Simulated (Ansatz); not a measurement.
# A computed series for GeO2: pressure series

The reference is GeO$_{2}$ (space group P3_121, No. 152; a = 5.093 Å, c = 5.769 Å).

Cell and atoms are relaxed at each pressure.

Level of theory: PBE (Ansatz, an electronic-structure program, PAW, without spin-orbit coupling), earlier PAW set.

Notes on the quantities. enthalpy: H = E + PV relative to the base's energy.

```
case             lattice parameter a  band gap       enthalpy
---------------  -------------------  --------  -------------
base                         5.093 Å   3.21 eV              –
pressure −2 GPa              5.213 Å   3.09 eV  -0.18 eV/atom
pressure −1 GPa              5.151 Å   3.16 eV  -0.09 eV/atom
pressure 18 GPa              4.512 Å   3.31 eV  +1.37 eV/atom
pressure 30 GPa              4.358 Å   3.21 eV  +2.13 eV/atom
pressure 45 GPa              4.251 Å   3.03 eV  +3.00 eV/atom
pressure 60 GPa              4.189 Å   2.82 eV  +3.81 eV/atom
```

Load acts through the strain it causes; cell and atoms are relaxed under it. Stability against distortions was not tested. No other phases were tried under pressure.
